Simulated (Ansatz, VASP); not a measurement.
# Pb, level by level in two programs

```
Pb
1.0
     3.40896    0.00000    0.00000
    -1.70448    2.95225    0.00000
     0.00000    0.00000    5.47589
Pb
2
Direct
  0.66667 0.33333 0.75000
  0.33333 0.66667 0.25000
```

This isn't the form of Pb at room conditions, which is fcc.

Single points on this cell with VASP 6.6.1 and Ansatz 0.2.0. Each row is one pair of runs. Alike in all rows: spin: off; k mesh: 9 × 9 × 5; smearing: fermi-dirac, width 0.05 eV.

```csv
level,"VASP's potentials, cutoff","Ansatz's potentials, cutoff","gap on the k mesh at the Fermi level (eV), VASP","gap on the k mesh at the Fermi level (eV), Ansatz","pressure (GPa), VASP","pressure (GPa), Ansatz","largest component of the traceless stress (GPa), VASP","largest component of the traceless stress (GPa), Ansatz"
LDA,"VASP PAW LDA potentials, release 64 (Pb_d), 520 eV","Ansatz PAW, 420 eV",none,none,3.0,2.9,3.23,3.21
PBE,"VASP PAW PBE potentials, release 64 (Pb_d), 520 eV","Ansatz PAW, 420 eV",none,none,8.1,8.2,3.34,3.34
PBEsol,"VASP PAW PBE potentials, release 64 (Pb_d), 520 eV","Ansatz PAW, 420 eV",none,none,4.7,4.7,3.28,3.28
r2SCAN,"VASP PAW PBE potentials, release 64 (Pb_d), 520 eV","Ansatz PAW, 500 eV",none,none,7.0,6.9,3.40,3.39
```

Pressure (GPa): the two programs differ by at most 0.09; largest component of the traceless stress (GPa): the two programs differ by at most 0.025.

A gap of «none» marks a metal or a gap that the smearing closes.

Caveats: the PAW data sets were made with another functional, which shifts forces and pressure a little (VASP); the PAW data sets come from PBE, with cores solved anew for the run's functional, which leaves a small shift of forces and pressure (Ansatz).
